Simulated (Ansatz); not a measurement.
Take a crystal in which Li has been replaced by Na on all its sites, with the cell rescaled by a rough guess (in some cases also distorted within its space group) and nothing relaxed:

```xyz
3
Lattice="0.0000 3.2806 3.2806 3.2806 0.0000 3.2806 3.2806 3.2806 0.0000" Properties=species:S:1:pos:R:3 pbc="T T T"
Na    1.6403    1.6403    1.6403
Na    4.9209    4.9209    4.9209
S     0.0000    0.0000    0.0000
```

These are results of DFT PBE, scalar-relativistic, plane waves, PAW (Ansatz 0.2.0), not measurements.

Settings: cutoff 420 eV, Γ-centred mesh 8×8×8 on the computed 3-atom cell, Gaussian smearing of 0.02 eV; no spin polarisation.

(1) What pressure does the cell carry?

(2) Is it a metal on this mesh?

(3) What is its energy against the elements in their standard states?

## Answers

(1) The pressure is 0.1 GPa (positive in compression), so the cell would hardly change its volume.

(2) No: the gap is 2.46 eV, the least direct gap 2.46 eV.

(3) -1.084 eV/atom at this unrelaxed geometry, with the elements in the same functional.